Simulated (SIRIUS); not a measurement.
# Cd in SIRIUS: convergence with gk cutoff

Input of the first run (gk cutoff 1.82 1/bohr); the others differ in this setting and in those tied to it:

Contents of sirius.json:

```json
{
  "control": {
    "processing_unit": "cpu",
    "std_evp_solver_name": "lapack",
    "gen_evp_solver_name": "lapack",
    "verbosity": 2,
    "print_forces": true,
    "ortho_rf": true,
    "use_second_variation": true,
    "rmt_max": 3.0,
    "num_bands_to_print": 16,
    "save_wf": true
  },
  "parameters": {
    "electronic_structure_method": "full_potential_lapwlo",
    "xc_functionals": ["XC_GGA_X_PBE", "XC_GGA_C_PBE"],
    "core_relativity": "dirac",
    "valence_relativity": "iora",
    "num_fv_states": 16,
    "smearing": "fermi_dirac",
    "smearing_width": 0.0018374661,
    "pw_cutoff": 20,
    "gk_cutoff": 1.82,
    "lmax_apw": 10,
    "lmax_rho": 8,
    "lmax_pot": 8,
    "num_mag_dims": 0,
    "auto_rmt": 0,
    "ngridk": [10, 10, 10],
    "shiftk": [0, 0, 0],
    "num_dft_iter": 80,
    "energy_tol": 1e-07,
    "density_tol": 1e-05,
    "use_symmetry": true
  },
  "settings": {"tol_ne": 1e-10},
  "iterative_solver": {"type": "exact"},
  "mixer": {"type": "anderson", "beta": 0.5, "max_history": 8},
  "unit_cell": {
    "lattice_vectors": [
      [-3.3718798981, 3.3718798981, 3.3718798981],
      [3.3718798981, -3.3718798981, 3.3718798981],
      [3.3718798981, 3.3718798981, -3.3718798981]
    ],
    "atom_types": ["Cd"],
    "atom_files": {"Cd": "Cd.json"},
    "atoms": {"Cd": [[0.0, 0.0, 0.0]]}
  }
}
```

The input Cd.json:

```json
{
  "name": "cadmium",
  "symbol": "Cd",
  "number": 48,
  "mass": 112.411,
  "rmin": 1e-06,
  "rmt": 2.54,
  "nrmt": 800,
  "rinf": 14.45,
  "core": "1s2s2p3s3p3d",
  "valence": [
    {"basis": [{"enu": 0.05, "dme": 0, "n": 0, "auto": 0}, {"enu": 0.05, "dme": 1, "n": 0, "auto": 0}]},
    {"l": 0, "n": 1, "basis": [{"enu": 0.15, "dme": 0, "n": 0, "auto": 0}]},
    {"l": 1, "n": 2, "basis": [{"enu": 0.15, "dme": 0, "n": 0, "auto": 0}]},
    {"l": 2, "n": 3, "basis": [{"enu": 0.0898, "dme": 0, "n": 0, "auto": 0}]},
    {"l": 3, "n": 4, "basis": [{"enu": 0.15, "dme": 0, "n": 0, "auto": 0}]}
  ],
  "lo": [
    {"l": 0, "basis": [{"enu": 0.15, "dme": 0, "n": 0, "auto": 0}, {"enu": 0.15, "dme": 1, "n": 0, "auto": 0}]},
    {
      "l": 0,
      "basis": [{"enu": -3.5089, "dme": 0, "n": 4, "auto": 1}, {"enu": -3.5089, "dme": 1, "n": 4, "auto": 1}]
    },
    {
      "l": 0,
      "basis": [{"enu": -3.5089, "dme": 1, "n": 4, "auto": 1}, {"enu": 0.15, "dme": 0, "n": 0, "auto": 0}]
    },
    {"l": 0, "basis": [{"enu": 0.15, "dme": 0, "n": 0, "auto": 0}, {"enu": 2.63, "dme": 0, "n": 0, "auto": 0}]},
    {"l": 1, "basis": [{"enu": 0.15, "dme": 0, "n": 0, "auto": 0}, {"enu": 0.15, "dme": 1, "n": 0, "auto": 0}]},
    {
      "l": 1,
      "basis": [{"enu": -2.0896, "dme": 0, "n": 4, "auto": 1}, {"enu": -2.0896, "dme": 1, "n": 4, "auto": 1}]
    },
    {
      "l": 1,
      "basis": [{"enu": -2.0896, "dme": 1, "n": 4, "auto": 1}, {"enu": 0.15, "dme": 0, "n": 0, "auto": 0}]
    },
    {"l": 1, "basis": [{"enu": 0.15, "dme": 0, "n": 0, "auto": 0}, {"enu": 3.002, "dme": 0, "n": 0, "auto": 0}]},
    {
      "l": 2,
      "basis": [{"enu": 0.0898, "dme": 0, "n": 0, "auto": 0}, {"enu": 0.0898, "dme": 1, "n": 0, "auto": 0}]
    },
    {
      "l": 2,
      "basis": [{"enu": 0.0898, "dme": 1, "n": 0, "auto": 0}, {"enu": 0.0898, "dme": 2, "n": 0, "auto": 0}]
    },
    {
      "l": 2,
      "basis": [{"enu": 0.0898, "dme": 0, "n": 0, "auto": 0}, {"enu": 2.5078, "dme": 0, "n": 0, "auto": 0}]
    },
    {"l": 3, "basis": [{"enu": 0.15, "dme": 0, "n": 0, "auto": 0}, {"enu": 0.15, "dme": 1, "n": 0, "auto": 0}]},
    {"l": 3, "basis": [{"enu": 0.15, "dme": 0, "n": 0, "auto": 0}, {"enu": 2.847, "dme": 0, "n": 0, "auto": 0}]}
  ],
  "free_atom": [... radial grid and density of the free atom, the start of the SCF ...]
}
```

Potentials or basis: all-electron FP-LAPW, apw+lo standard.

Command:

```console
$ OMP_NUM_THREADS=1 sirius.scf --input=sirius.json --output=output.json
```

This isn't the form of Cd at room conditions, which is hcp.

Hardware: 1 thread of Arm Neoverse V1 (shared host).

| gk cutoff | energy less the tightest run, at zero smearing (meV/atom) | SCF cycles | CPU time (s) | peak memory (GiB) |
| --- | --- | --- | --- | --- |
| 1.82 1/bohr | 6145.45 | 8 | 14 | 0.27 |
| 2.15 1/bohr | 2627.07 | 8 | 21 | 0.28 |
| 2.48 1/bohr | 987.23 | 8 | 21 | 0.28 |
| 2.81 1/bohr | 324.95 | 7 | 21 | 0.29 |
| 3.14 1/bohr | 91.93 | 7 | 22 | 0.3 |
| 3.47 1/bohr | 21.11 | 7 | 23 | 0.31 |
| 3.8 1/bohr | 0.00 | 7 | 27 | 0.35 |

Not settled before the last step: the energy (to 1 meV/atom). The tightest run that finished is the yardstick and may itself not be fully converged.
